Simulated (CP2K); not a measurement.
**BaTiO3 in CP2K: the effect of functional**

The system is BaTiO3.

```
Ba Ti O
1.0
     3.99980    0.00000    0.00000
     0.00000    3.99980    0.00000
     0.00000    0.00000    8.03600
Ba Ti O
2 2 6
Direct
  0.99933 0.00149 0.00206
  0.00067 0.99851 0.49794
  0.48935 0.49786 0.23992
  0.51065 0.50214 0.74208
  0.50279 0.50210 0.01077
  0.49721 0.49790 0.50523
  0.50567 0.00168 0.25810
  0.49433 0.99832 0.75690
  0.00777 0.49971 0.26264
  0.99223 0.50029 0.75236
```

Alike in all runs:

| Quantity | Value |
| --- | --- |
| Program | CP2K 2026.2 |
| Task | band structure |
| Potentials or basis | POTENTIAL_UZH Ba GTH-PBE-q10, Ti GTH-PBE-q12, O GTH-PBE-q6; DZVP-MOLOPT-PBE-GTH basis |
| Density cutoff | 11565 eV |
| k mesh | 5 × 5 × 3 |
| Occupations | fermi-dirac, width 0.05 eV |
| Spin | no spin polarisation |

```csv
functional,gap on the mesh (eV),pressure (GPa)
LDA,1.94,-3.2
PBEsol,?,?
optB88-vdW,2.01,4.7
AM05,1.97,1.2
BLYP,2.03,11.4
M06-L,2.21,6.1
```

Question: What does the run with functional PBEsol give?

Answer: gap on the mesh 1.97 eV; pressure 0.3 GPa.

Caveats: the potentials were made for another functional, which shifts forces and pressure; spin-orbit coupling is left out, which moves the levels of the heavy elements; the mesh misses the band edges, which the band path finds closer together; the basis of atomic orbitals isn't converged, which shifts pressures, moduli and gaps.

Runs at the PBE level aren't shown here.
